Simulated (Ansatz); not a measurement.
# Al2O3: single point with PBE

Crystal: Al2O3.

```
Al O
1.0
     4.61378    0.00000    0.00000
     0.00000    9.56328    0.00000
     0.00000    0.00000    3.11986
Al O
4 6
Direct
  0.98298 0.82457 0.00000
  0.01702 0.17543 0.00000
  0.48297 0.67543 0.50000
  0.51702 0.32457 0.50000
  0.50000 0.50000 0.50000
  0.12363 0.75305 0.50000
  0.37637 0.25305 0.00000
  0.62364 0.74695 0.00000
  0.00000 0.00000 0.00000
  0.87636 0.24695 0.50000
```

Measurements of this composition are mostly on another form, of space group No. 167.

```
Program             : Ansatz 0.2.0
Task                : single point
Functional          : PBE
Potentials or basis : PseudoDojo stringent (PBE files)
Cutoff              : 1252 eV
Density cutoff      : 5007 eV
k mesh              : 6 × 3 × 9
Occupations         : fermi-dirac, width 0.05 eV
Spin                : no spin polarisation
```

| Quantity | Value |
| --- | --- |
| Pressure | -0.2 GPa |
| Largest force | 0.189 eV/Å |
| Band gap on the k mesh | 3.52 eV, direct |

Forces on the atoms (eV/Å):
```
Al  -0.059 -0.112  0.000
Al   0.059  0.112  0.000
Al  -0.059  0.112  0.000
Al   0.059 -0.112  0.000
O    0.000  0.000  0.000
O    0.160 -0.100  0.000
O   -0.160 -0.100  0.000
O    0.160  0.100  0.000
O    0.000  0.000  0.000
O   -0.160  0.100  0.000
```

Stress tensor (GPa, compression positive):
```
 0.89  0.00  0.00
 0.00  1.98  0.00
 0.00  0.00 -3.52
```

Levels at points of the mesh, in eV from the valence-band top:
```
            k point  band 20  band 21  band 22  band 23  band 24  band 25  band 26  band 27  band 28  band 29
 (0.00, 0.00, 0.00)    -1.33    -1.04    -0.53    -0.06     0.00     3.52     5.05     6.14     6.88     7.05
(-0.50, 0.00, 0.00)    -2.27    -0.88    -0.88    -0.02    -0.02     5.99     5.99     6.52     6.52     7.93
```

Wall time 19 s on 4 threads of Arm Neoverse V2 (shared host), peak memory 1.3 GiB.

Caveat: odd divisions of the mesh miss points on the zone boundary, where band edges often lie, so the gap on the mesh can be too wide. A k mesh can miss the band edges.
